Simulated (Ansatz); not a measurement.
# Lattice dynamics at Γ of AgGaS2 (ordering on zincblende)

Perturbation theory with PBEsol in the PAW code Ansatz on the PBEsol cell, ground state and force constants on a 6×6×6 mesh. The cell comes from a prototype generator: it can be a known phase or a hypothetical one. Spin polarisation is off.

The symmetry is I-42d (No. 122, tetragonal); a = 5.654 Å, c = 10.485 Å in the conventional setting, 20.95 Å³ an atom. Around Ag lie 4 S at 2.50 Å; around S lie 2 Ga at 2.29 Å and 2 Ag at 2.50 Å; around Ga lie 4 S at 2.29 Å.

Space group I-42d (No. 122). a = 5.654 Å, b = 5.654 Å, c = 10.485 Å, α = 90.00°, β = 90.00°, γ = 90.00°
```csv
atom,site,symmetry,x,y,z
Ag,4a,-4..,0.0000,0.0000,0.0000
S,8d,.2.,0.2818,0.2500,0.1250
Ga,4b,-4..,0.5000,0.5000,0.0000
```

Optical modes without the longitudinal term:
```tsv
ω (cm⁻¹)	degeneracy	IR intensity, summed over the level ((D/Å)²/amu)
35	2	0.01
62	1	0.00
66	1	0.01
97	2	0.08
156	2	0.52
185	1	0.00
215	1	6.43
233	2	4.35
255	1	0.00
291	1	0.00
313	2	21.37
328	1	0.00
344	1	0.00
352	1	11.23
352	2	6.85
```

The zone-centre optical frequencies run from 35 to 352 cm⁻¹, none imaginary (the rest of the zone wasn't tested). With the long-range field the highest mode reaches 381 cm⁻¹. The program warns that the force constants, and all that is formed from them, aren't settled on this k mesh. Of the real levels 9 are infrared active, the strongest at 313 cm⁻¹.

The electronic dielectric tensor ε∞ is 7.66 along x and y, 7.45 along z. With the ions relaxed, ε⁰ is 10.1 along x and y, 10.4 along z. Born charges, averaged over directions: Ag +0.99, S -1.87, Ga +2.76 e.

For comparison, on the r2SCAN cell the mean ε∞ is 7.06 with PBE (ground state on 6×6×6; least gap 1.09 eV).

Spin-orbit coupling is left out.
